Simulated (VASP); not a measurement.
# CdTe (F-43m) in VASP: notebook

One crystal, CdTe, is run at these levels: PBE; tasks: relaxation of cell and atoms.

Everything below comes from runs of VASP 6.6.1. Logs are shortened: lines on timing, memory, paths and dates and some standing lists are left out, and cuts for length are marked.

## Step 1: The structure

It takes space group F-43m (No. 216, cubic). Conventional cell: a = 6.410 Å, b = 6.410 Å, c = 6.410 Å, α = 90.00°, β = 90.00°, γ = 90.00°. Cd (site symmetry -43m) has 4 Te at 2.78 Å as nearest neighbours. Te (site symmetry -43m) has 4 Cd at 2.78 Å as nearest neighbours.

## Step 2: Relaxation of cell and atoms, PBE

Input file INCAR:

```
  ALGO = Fast
  EDIFF = 1E-7
  EDIFFG = -0.002
  ENCUT = 520
  GGA = PE
  IBRION = 2
  ISIF = 3
  ISMEAR = 0
  KPAR = 4
  LASPH = True
  LCHARG = False
  LREAL = False
  LWAVE = False
  NELM = 60
  NSW = 80
  PREC = Accurate
  SIGMA = 0.02
```

Input file KPOINTS:

```
k-points
0
Gamma
  8 8 8
```

Input file POSCAR:

```
CdTe
1.0
    0.0000000000      3.2050000000      3.2050000000
    3.2050000000      0.0000000000      3.2050000000
    3.2050000000      3.2050000000      0.0000000000
Cd Te
1 1
Direct
    0.0000000000      0.0000000000      0.0000000000
    0.2500000000      0.2500000000      0.2500000000
```

Potentials or basis: VASP PAW PBE potentials, release 64 (Cd, Te).

Run with:

```sh
$ cat potpaw_PBE.64/Cd/POTCAR potpaw_PBE.64/Te/POTCAR > POTCAR
$ mpirun -np 4 vasp_std > vasp.out
```

OUTCAR:

```text
EDIFF = 1E-7
   EDIFFG = -0.002
   ENCUT = 520
   GGA = PE
   IBRION = 2
   ISIF = 3
   ISMEAR = 0
   LASPH = True
   LREAL = False
   NELM = 60
   NSW = 80
   PREC = Accurate

 ion  position               nearest neighbor table
   1  0.000  0.000  0.000-   2 2.78   2 2.78   2 2.78   2 2.78
   2  0.250  0.250  0.250-   1 2.78   1 2.78   1 2.78   1 2.78

  LATTYP: Found a face centered cubic cell.
 ALAT       =     6.4100000000

  Lattice vectors:

 A1 = (   0.0000000000,   3.2050000000,   3.2050000000)
 A2 = (   3.2050000000,   0.0000000000,   3.2050000000)
 A3 = (   3.2050000000,   3.2050000000,   0.0000000000)

Analysis of symmetry for initial positions (statically):
=====================================================================
 Subroutine PRICEL returns:
 Original cell was already a primitive cell.

 Routine SETGRP: Setting up the symmetry group for a
 face centered cubic supercell.

 Subroutine GETGRP returns: Found 24 space group operations
 (whereof 24 operations were pure point group operations)
 out of a pool of 48 trial point group operations.

The static configuration has the point symmetry T_d .

Analysis of symmetry for dynamics (positions and initial velocities):
=====================================================================
 Subroutine PRICEL returns:
 Original cell was already a primitive cell.

 Routine SETGRP: Setting up the symmetry group for a
 face centered cubic supercell.

 Subroutine GETGRP returns: Found 24 space group operations
 (whereof 24 operations were pure point group operations)
 out of a pool of 48 trial point group operations.

The dynamic configuration has the point symmetry T_d .

 Subroutine INISYM returns: Found 24 space group operations
 (whereof 24 operations are pure point group operations),
 and found     1 'primitive' translations

----------------------------------------------------------------------------------------

                                     Primitive cell

  volume of cell :      65.8437

  direct lattice vectors                    reciprocal lattice vectors
     0.000000000  3.205000000  3.205000000    -0.156006240  0.156006240  0.156006240
     3.205000000  0.000000000  3.205000000     0.156006240 -0.156006240  0.156006240
     3.205000000  3.205000000  0.000000000     0.156006240  0.156006240 -0.156006240

  length of vectors
     4.532554467  4.532554467  4.532554467     0.270210734  0.270210734  0.270210734

  position of ions in fractional coordinates (direct lattice)
     0.000000000  0.000000000  0.000000000
     0.250000000  0.250000000  0.250000000

  ion indices of the primitive-cell ions
   primitive index   ion index
                 1           1
                 2           2

----------------------------------------------------------------------------------------

 KPOINTS: k-points

Automatic generation of k-mesh.
 Grid dimensions read from file:
 generate k-points for:    8    8    8

 Generating k-lattice:

  Cartesian coordinates                     Fractional coordinates (reciprocal lattice)
    -0.019500780  0.019500780  0.019500780     0.125000000  0.000000000  0.000000000
     0.019500780 -0.019500780  0.019500780     0.000000000  0.125000000  0.000000000
     0.019500780  0.019500780 -0.019500780     0.000000000  0.000000000  0.125000000

  Length of vectors
     0.033776342  0.033776342  0.033776342

  Shift w.r.t. Gamma in fractional coordinates (k-lattice)
     0.000000000  0.000000000  0.000000000

 Subroutine IBZKPT returns following result:
 ===========================================

 Found     29 irreducible k-points:

 Following reciprocal coordinates:
            Coordinates               Weight
  0.000000  0.000000  0.000000      1.000000
  0.125000  0.000000  0.000000      8.000000
  0.250000  0.000000  0.000000      8.000000
  0.375000  0.000000  0.000000      8.000000
  0.500000  0.000000  0.000000      4.000000
  0.125000  0.125000  0.000000      6.000000
[... 16 lines left out ...]
  0.500000  0.250000  0.125000     48.000000
 -0.375000  0.250000  0.125000     24.000000
 [... further k-points ...]
   k-points           NKPTS =     29   k-points in BZ     NKDIM =     29   number of bands    NBANDS=     13
   number of dos      NEDOS =    301   number of ions     NIONS =      2
   total plane-waves  NPLWV =  46656
   dimension x,y,z NGX =    36 NGY =   36 NGZ =   36
   dimension x,y,z NGXF=    72 NGYF=   72 NGZF=   72
   ions per type =               1   1
   NGX,Y,Z   is equivalent  to a cutoff of  13.20, 13.20, 13.20 a.u.
   NGXF,Y,Z  is equivalent  to a cutoff of  26.41, 26.41, 26.41 a.u.
 SYSTEM =  unknown system
   PREC   = accura    normal or accurate (medium, high low for compatibility)
   ISTART =      0    job   : 0-new  1-cont  2-samecut
   ICHARG =      2    charge: 1-file 2-atom 10-const
   ISPIN  =      1    spin polarized calculation?
   LNONCOLLINEAR =      F non collinear calculations
   LSORBIT =      F    spin-orbit coupling
   LASPH  =      T    aspherical Exc in radial PAW
   ENCUT  =  520.0 eV  38.22 Ry    6.18 a.u.   8.43  8.43  8.43*2*pi/ulx,y,z
   NELM   =     60;   NELMIN=  2; NELMDL= -5     # of ELM steps
   EDIFF  = 0.1E-06   stopping-criterion for ELM
   LREAL  =      F    real-space projection
   EDIFFG = -.2E-02   stopping-criterion for IOM
   NSW    =     80    number of steps for IOM
   IBRION =      2    ionic relax: 0-MD 1-quasi-New 2-CG
   NFREE  =      1    steps in history (QN), initial steepest desc. (CG)
   ISIF   =      3    stress and relaxation
   ISYM   =      2    0-nonsym 1-usesym 2-fastsym
   POTIM  = 0.5000    time-step for ionic-motion
   TEBEG  =    0.0;   TEEND  =   0.0 temperature during run
   PSTRESS=    0.0 pullay stress
   NELECT =      18.0000    total number of electrons
   NUPDOWN=      -1.0000    fix difference up-down
   EMIN   =  10.00;   EMAX   =-10.00  energy-range for DOS
   EFERMI =   0.00;   METHOD = LEGACY
   ISMEAR =     0;   SIGMA  =   0.02  broadening in eV -4-tet -1-fermi 0-gaus
   EFERMI_NEDOS =   21; number of points for ismear=-14 and -15
   IALGO  =     68    algorithm
   IMIX   =      4    mixing-type and parameters
     AMIX     =   0.40;   BMIX     =  1.00
     AMIX_MAG =   1.60;   BMIX_MAG =  1.00
  volume/ion in A,a.u.               =      32.92       222.17
  Fermi-wavevector in a.u.,A,eV,Ry     =   1.062497  2.007828 15.359610  1.128899
  Thomas-Fermi vector in A             =   2.197950
   LORBIT       =      0    0 simple, 1 ext, 2 COOP (PROOUT), +10 PAW based schemes
   GGA     = PE    functional components
   LHFCALC =     F    Hartree Fock is set to
   AEXX    =    0.0000 exact exchange contribution
   IVDW    =     0    specifies the selected vdW correction
   LEPSILON=     F    determine dielectric tensor
   LRPA    =     F    only Hartree local field effects (RPA)
 conjugate gradient relaxation of ions
 non-spin polarized calculation
 RMM-DIIS sequential band-by-band and
 Gauss-broadening in eV      SIGMA  =   0.02
  energy-cutoff  :      520.00
  volume of cell :       65.84
 maximum number of plane-waves:      1807
 NGX is ok and might be reduce to    36
   NGX = 17   NGY = 17   NGZ = 17

--------------------------------------- Ionic step        1  -------------------------------------------

 number of electron      17.9999995 magnetization

 Free energy of the ion-electron system (eV)
  ---------------------------------------------------
  ext. energy  EPLUGINS =         0.00000000
  ---------------------------------------------------
  free energy    TOTEN  =        -4.72671770 eV

  energy without entropy =       -4.72671770  energy(sigma->0) =       -4.72671770

------------------------ aborting loop because EDIFF is reached ----------------------------------------

  FORCE on cell =-STRESS in cart. coord.  units (eV):
  Direction    XX          YY          ZZ          XY          YZ          ZX
  --------------------------------------------------------------------------------------
  -------------------------------------------------------------------------------------
  Total        1.8060068      1.8060068      1.8060068      0.0000000     -0.0000000     -0.0000000
  in kB       43.9456472     43.9456472     43.9456472      0.0000000     -0.0000000     -0.0000000
  external PRESSURE =      43.9456472 kB  Pullay stress =       0.0000000 kB

 VOLUME and BASIS-vectors are now :
 -----------------------------------------------------------------------------
  energy-cutoff  :      520.00
  volume of cell :       65.84
      direct lattice vectors                 reciprocal lattice vectors
     0.000000000  3.205000000  3.205000000    -0.156006240  0.156006240  0.156006240
     3.205000000  0.000000000  3.205000000     0.156006240 -0.156006240  0.156006240
     3.205000000  3.205000000  0.000000000     0.156006240  0.156006240 -0.156006240
[... 37 lines left out ...]
 POSITION                                       TOTAL-FORCE (eV/Angst)
 -----------------------------------------------------------------------------------
      3.34462      3.34462     -0.00000         0.000000      0.000000      0.000000
      1.67231      1.67231      1.67231        -0.000000     -0.000000     -0.000000
 -----------------------------------------------------------------------------------
    total drift:                               -0.000000     -0.000000     -0.000000

  FREE ENERGIE OF THE ION-ELECTRON SYSTEM (eV)
  ---------------------------------------------------
  free  energy   TOTEN  =        -4.8050728505 eV

  energy  without entropy=       -4.8050728505  energy(sigma->0) =       -4.80507285

--------------------------------------- Ionic step        3  -------------------------------------------

 number of electron      18.0000006 magnetization

 Free energy of the ion-electron system (eV)
  ---------------------------------------------------
  ext. energy  EPLUGINS =         0.00000000
  ---------------------------------------------------
  free energy    TOTEN  =        -4.81187065 eV

  energy without entropy =       -4.81187065  energy(sigma->0) =       -4.81187065

 E-fermi :   1.9248     XC(G=0):  -8.2995

 val. band max:        1.7798099368   @ k =   0.0000   0.0000   0.0000
 cond. band min:       2.3564482384   @ k =   0.0000   0.0000   0.0000
 fundamental gap:      0.5766383016
 Fermi energy:         1.9248339536

 k-point     1 :       0.0000    0.0000    0.0000
  band No.  band energies     occupation
      1      -9.0434      2.00000
      2      -6.3036      2.00000
      3      -6.3036      2.00000
      4      -6.3036      2.00000
      5      -6.0882      2.00000
      6      -6.0882      2.00000
      7       1.7798      2.00000
      8       1.7798      2.00000
      9       1.7798      2.00000
     10       2.3564      0.00000
     11       6.4200      0.00000
     12       6.4200      0.00000
     13       6.4200      0.00000

 k-point     2 :       0.1250    0.0000    0.0000
  band No.  band energies     occupation
      1      -8.9935      2.00000
      2      -6.2945      2.00000
      3      -6.2945      2.00000
      4      -6.2612      2.00000
      5      -6.0888      2.00000
      6      -6.0888      2.00000
      7       0.5972      2.00000
      8       1.6603      2.00000
      9       1.6603      2.00000
     10       3.2555      0.00000
     11       6.3733      0.00000
[... 339 lines left out ...]
 k-point    24 :      -0.3750    0.2500    0.1250
  band No.  band energies     occupation
      1      -8.6542      2.00000
      2      -6.2301      2.00000
      3      -6.2204      2.00000
      4      -6.1000      2.00000
      5      -6.0831      2.00000
      6      -5.7057      2.00000
      7      -2.1331      2.00000
      8      -0.0713      2.00000
      9       0.6631      2.00000
     10       4.8685      0.00000
     11       6.4411      0.00000
     12       7.6588      0.00000
     13       8.7941      0.00000

 [... further k-points ...]

------------------------ aborting loop because EDIFF is reached ----------------------------------------

  FORCE on cell =-STRESS in cart. coord.  units (eV):
  Direction    XX          YY          ZZ          XY          YZ          ZX
  --------------------------------------------------------------------------------------
  -------------------------------------------------------------------------------------
  Total        0.0021614      0.0021614      0.0021614      0.0000000      0.0000000      0.0000000
  in kB        0.0476827      0.0476827      0.0476827      0.0000000      0.0000000      0.0000000
  external PRESSURE =       0.0476827 kB  Pullay stress =       0.0000000 kB

 VOLUME and BASIS-vectors are now :
 -----------------------------------------------------------------------------
  energy-cutoff  :      520.00
  volume of cell :       72.62
      direct lattice vectors                 reciprocal lattice vectors
     0.000000000  3.311430355  3.311430355    -0.150992153  0.150992153  0.150992153
     3.311430355 -0.000000000  3.311430355     0.150992153 -0.150992153  0.150992153
     3.311430355  3.311430355 -0.000000000     0.150992153  0.150992153 -0.150992153

 POSITION                                       TOTAL-FORCE (eV/Angst)
 -----------------------------------------------------------------------------------
      0.00000      0.00000      0.00000        -0.000000     -0.000000     -0.000000
      1.65572      1.65572      1.65572         0.000000      0.000000      0.000000
 -----------------------------------------------------------------------------------
    total drift:                               -0.000000     -0.000000     -0.000001

  FREE ENERGIE OF THE ION-ELECTRON SYSTEM (eV)
  ---------------------------------------------------
  free  energy   TOTEN  =        -4.8118706510 eV

  energy  without entropy=       -4.8118706510  energy(sigma->0) =       -4.81187065

 reached required accuracy - stopping structural energy minimisation
```

It took 48 s on 4 MPI ranks of Intel Xeon Platinum 8488C (Sapphire Rapids), shared host; peak memory 0.22 GiB.

What came out:

* Free energy: -4.8119 eV
* Relaxed volume: 36.31 Å³/atom
* Relaxed cell: a = 4.683 Å, b = 4.683 Å, c = 4.683 Å, α = 60.00°, β = 60.00°, γ = 60.00°
* Space group after relaxing (to 0.05 Å): F-43m (No. 216)
* Energy gained by relaxing: 42.6 meV/atom
* Ionic steps: 3
* Pressure after relaxing: 0.0 GPa
* Band gap on the k mesh: 0.58 eV, direct

The path:
```
step  energy change (eV)  largest force (eV/Å)  pressure (GPa)  volume (Å³)
   1              0.0000                0.0000            4.39        65.84
   2             -0.0784                0.0000           -0.97        74.83
   3             -0.0852                0.0000            0.00        72.62
```

Final structure:
```xyz
2
Lattice="0.0000 3.3114 3.3114 3.3114 0.0000 3.3114 3.3114 3.3114 0.0000" Properties=species:S:1:pos:R:3 pbc="T T T"
Cd    0.0000    0.0000    0.0000
Te    1.6557    1.6557    1.6557
```

Caveat: spin-orbit coupling is left out, which moves the levels of the heavy elements; the volume moved by +10 % from the deposited cell, more than functionals usually miss. PBE usually gives volumes a little too large and moduli too small.

## Step 3: Relaxation of cell and atoms, PBE

This run uses another cell than the first one, of 36.31 Å³/atom, 1.103 times its volume.

INCAR is that of step 2.

KPOINTS is that of step 2.

Input file POSCAR:

```
CdTe                                    
1.0
    0.0000000000      3.3114303548      3.3114303548
    3.3114303548     -0.0000000000      3.3114303548
    3.3114303548      3.3114303548     -0.0000000000
  Cd              Te            
     1     1
Direct
     0.0000000000000000    0.0000000000000000    0.0000000000000000
     0.2500000000000000    0.2500000000000000    0.2500000000000000
```

Potentials or basis: VASP PAW PBE potentials, release 64 (Cd, Te).

Run with:

```sh
$ cat potpaw_PBE.64/Cd/POTCAR potpaw_PBE.64/Te/POTCAR > POTCAR
$ mpirun -np 4 vasp_std > vasp.out
```

OUTCAR:

```text
EDIFF = 1E-7
   EDIFFG = -0.002
   ENCUT = 520
   GGA = PE
   IBRION = 2
   ISIF = 3
   ISMEAR = 0
   LASPH = True
   LREAL = False
   NELM = 60
   NSW = 80
   PREC = Accurate

 ion  position               nearest neighbor table
   1  0.000  0.000  0.000-   2 2.87   2 2.87   2 2.87   2 2.87
   2  0.250  0.250  0.250-   1 2.87   1 2.87   1 2.87   1 2.87

  LATTYP: Found a face centered cubic cell.
 ALAT       =     6.6228607096

  Lattice vectors:

 A1 = (   0.0000000000,   3.3114303548,   3.3114303548)
[... 621 lines left out ...]

  FORCE on cell =-STRESS in cart. coord.  units (eV):
  Direction    XX          YY          ZZ          XY          YZ          ZX
  --------------------------------------------------------------------------------------
  -------------------------------------------------------------------------------------
  Total       -0.0021111     -0.0021111     -0.0021111      0.0000000      0.0000000      0.0000000
  in kB       -0.0465266     -0.0465266     -0.0465266      0.0000000      0.0000000      0.0000000
  external PRESSURE =      -0.0465266 kB  Pullay stress =       0.0000000 kB

 VOLUME and BASIS-vectors are now :
 -----------------------------------------------------------------------------
  energy-cutoff  :      520.00
  volume of cell :       72.70
      direct lattice vectors                 reciprocal lattice vectors
     0.000000000  3.312574668  3.312574668    -0.150939994  0.150939994  0.150939994
     3.312574668  0.000000000  3.312574668     0.150939994 -0.150939994  0.150939994
     3.312574668  3.312574668  0.000000000     0.150939994  0.150939994 -0.150939994

 POSITION                                       TOTAL-FORCE (eV/Angst)
 -----------------------------------------------------------------------------------
      0.00000      3.31257      3.31257         0.000000      0.000000     -0.000000
      1.65629      1.65629      1.65629        -0.000000     -0.000000      0.000000
 -----------------------------------------------------------------------------------
    total drift:                               -0.000000     -0.000000     -0.000001

  FREE ENERGIE OF THE ION-ELECTRON SYSTEM (eV)
  ---------------------------------------------------
  free  energy   TOTEN  =        -4.8121185748 eV

  energy  without entropy=       -4.8121185748  energy(sigma->0) =       -4.81211857

 reached required accuracy - stopping structural energy minimisation
```

OSZICAR:

```text
N       E                     dE             d eps       ncg     rms          rms(c)
DAV:   1     0.989886717216E+02    0.98989E+02   -0.83441E+03   770   0.119E+03
DAV:   2    -0.102472203988E+01   -0.10001E+03   -0.96061E+02   854   0.273E+02
DAV:   3    -0.500712806756E+01   -0.39824E+01   -0.39701E+01   894   0.560E+01
[... 17 lines left out ...]
RMM:   4    -0.481211907702E+01    0.41205E-05   -0.71806E-06   754   0.232E-02    0.417E-03
RMM:   5    -0.481211876502E+01    0.31200E-06   -0.45370E-06   754   0.199E-02    0.528E-03
RMM:   6    -0.481211847118E+01    0.29384E-06   -0.72592E-07   634   0.105E-02    0.123E-03
RMM:   7    -0.481211862579E+01   -0.15461E-06   -0.52993E-08   415   0.201E-03    0.840E-04
RMM:   8    -0.481211857475E+01    0.51037E-07   -0.20235E-08   398   0.145E-03
   2 F= -.48121186E+01 E0= -.48121186E+01  d E =-.529926E-05
```

Wall time 30 s (4 MPI ranks of Intel Xeon Platinum 8488C (Sapphire Rapids), shared host); peak memory 0.22 GiB.

Results:

| Quantity | Value |
| --- | --- |
| Free energy | -4.8121 eV |
| Relaxed volume | 36.35 Å³/atom |
| Relaxed cell | a = 4.685 Å, b = 4.685 Å, c = 4.685 Å, α = 60.00°, β = 60.00°, γ = 60.00° |
| Space group after relaxing (to 0.05 Å) | F-43m (No. 216) |
| Energy gained by relaxing | 0.0 meV/atom |
| Ionic steps | 2 |
| Pressure after relaxing | 0.0 GPa |
| Band gap on the k mesh | 0.57 eV, direct |

Final structure:
```
Cd Te
1.0
     0.00000    3.31257    3.31257
     3.31257    0.00000    3.31257
     3.31257    3.31257    0.00000
Cd Te
1 1
Direct
  0.00000 0.00000 0.00000
  0.25000 0.25000 0.25000
```

Levels at points of the mesh, in eV from the valence-band top:
```
           k point  band 5  band 6  band 7  band 8  band 9  band 10  band 11  band 12  band 13
(0.00, 0.00, 0.00)   -7.87   -7.87    0.00    0.00    0.00     0.57     4.64     4.64     4.64
(0.50, 0.00, 0.00)   -7.86   -7.56   -4.06   -0.68   -0.68     1.75     5.21     5.21     7.00
(0.50, 0.50, 0.00)   -7.84   -7.45   -4.00   -1.65   -1.65     2.67     2.75     8.50     8.80
```

Caveat: spin-orbit coupling is left out, which moves the levels of the heavy elements.
